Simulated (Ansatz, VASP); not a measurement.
## P in VASP and in Ansatz

The input INCAR:

```
  ALGO = Normal
  EDIFF = 1E-6
  ENCUT = 520
  GGA = RE
  ISIF = 2
  ISMEAR = -1
  LASPH = T
  LCHARG = F
  LREAL = F
  LWAVE = F
  NBANDS = 14
  NELM = 100
  PREC = Accurate
  SIGMA = 0.1
```

KPOINTS

```
k-points
0
Gamma
  9 9 14
```

File POSCAR:

```
P
1.0
    4.5886493062      0.0000000000      0.0000000000
   -2.2943246531      3.9738868682      0.0000000000
    0.0000000000      0.0000000000      2.5847677032
P
3
Direct
    0.0000000000      0.0000000000      0.0000000000
    0.3333333333      0.6666666667      0.5000000000
    0.6666666667      0.3333333333      0.5000000000
```

Input for Ansatz:

```yaml
crystal:
  lattice:
    - [4.5886493062, 0.0, 0.0]
    - [-2.2943246531, 3.9738868682, 0.0]
    - [0.0, 0.0, 2.5847677032]
  atoms:
    - { symbol: P, position: [0.0, 0.0, 0.0] }
    - { symbol: P, position: [0.3333333333, 0.6666666667, 0.5] }
    - { symbol: P, position: [0.6666666667, 0.3333333333, 0.5] }
hamiltonian:
  xc: revpbe
  pseudopotentials:
    kind: paw
    azcp:
      P: "pseudopotentials/P.paw.azcp"
basis:
  ecutwfc: 420
  fft_grid_basis: typed
kpoints:
  mp_grid: { grid: [9, 9, 14], shift: [0, 0, 0] }
magnetization:
  spin_polarized: false
scf:
  occupations: { method: fermi_dirac, width: 0.1 }
  lower_state_search: "off"
output:
  stress: true
  write_density: true
  write_potential: true
  elf: true
  volumetric_format: npy
```

Alike in both runs: task single point; functional revPBE; k mesh 9 × 9 × 14; occupations fermi-dirac, width 0.1 eV; no spin polarisation.

|  | VASP | Ansatz |
| --- | --- | --- |
| version | VASP 6.6.1 | Ansatz 0.2.0 |
| potentials or method | VASP PAW PBE potentials, release 64 (P) | plane waves (420 eV) with PAW, scalar-relativistic |
| plane-wave cutoff (eV) | 520 | 420 |
| valence electrons in the cell | 15 | 15 |

VASP gave:

- pressure (GPa): -6.5
- largest component of the traceless stress (GPa): 1.67

Problem. What did Ansatz give for the same quantities?

Solution. Pressure (GPa): -6.2; largest component of the traceless stress (GPa): 1.61.

With one functional, cell and mesh, what is left measures potentials, basis and numerics.

Caveats: the PAW data sets were made with another functional, which shifts forces and pressure a little (VASP).
